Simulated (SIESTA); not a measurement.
Cr:

```
Cr
1.0
     1.14705   -2.46703    0.00000
     1.14705    2.46703    0.00000
     0.00000    0.00000    4.06431
Cr
2
Cartesian
  1.1471 -1.8282 3.0482
  1.1471 1.8282 1.0161
```

This isn't the form of Cr at room conditions, which is bcc.

Alike in all runs: program SIESTA 5.4.2; functional PBE; potentials or basis PseudoDojo 0.4 standard (PBE files); basis DZP (energy shift 0.003 Ry; two zetas on semicore shells); grid cutoff 800 Ry; energy shift 0.003 Ry; k mesh 9 × 9 × 5; occupations fermi-dirac, width 0.05 eV.

Q: Only the start or the spin constraint differs. Which run ends lowest in energy?
A. collinear spin, ferromagnetic start of up to 3 μB; fixed moment 0
B. collinear spin, ferromagnetic start of up to 3 μB; fixed moment 2
C. collinear spin, ferromagnetic start of up to 3 μB; fixed moment 6
D. collinear spin, ferromagnetic start of up to 3 μB; fixed moment 3
E. collinear spin, ferromagnetic start of up to 3 μB; fixed moment 4
F. collinear spin, ferromagnetic start of up to 3 μB; fixed moment 8

A: A.

| start | free energy over the lowest (meV/atom) | net moment (μB) | site or absolute moments (μB) | gap |
| --- | --- | --- | --- | --- |
| collinear spin, ferromagnetic start of up to 3 μB; fixed moment 0 | 0.0 | 0.00 | - | - |
| collinear spin, ferromagnetic start of up to 3 μB; fixed moment 6 | 1530.3 | 6.00 | Cr +3.00 | - |
| collinear spin, ferromagnetic start of up to 3 μB; fixed moment 4 | 703.2 | 4.00 | Cr +2.00 | - |
| collinear spin, ferromagnetic start of up to 3 μB; fixed moment 8 | 2694.0 | 8.00 | Cr +4.00 | - |
| collinear spin, ferromagnetic start of up to 3 μB; fixed moment 3 | 402.8 | 3.00 | Cr +1.50 | - |
| collinear spin, ferromagnetic start of up to 3 μB; fixed moment 2 | 176.8 | 2.00 | Cr +1.00 | - |

All polarised runs hold their moment fixed, so the table maps the energy against it. A still lower state may exist.

Caveats: the basis of atomic orbitals isn't converged, which shifts pressures, moduli and gaps; the total moment is fixed, so each spin has its own Fermi level; the moment is held away from its start (some runs); the starting moments collapsed, and a magnetic state may lie lower (some runs).
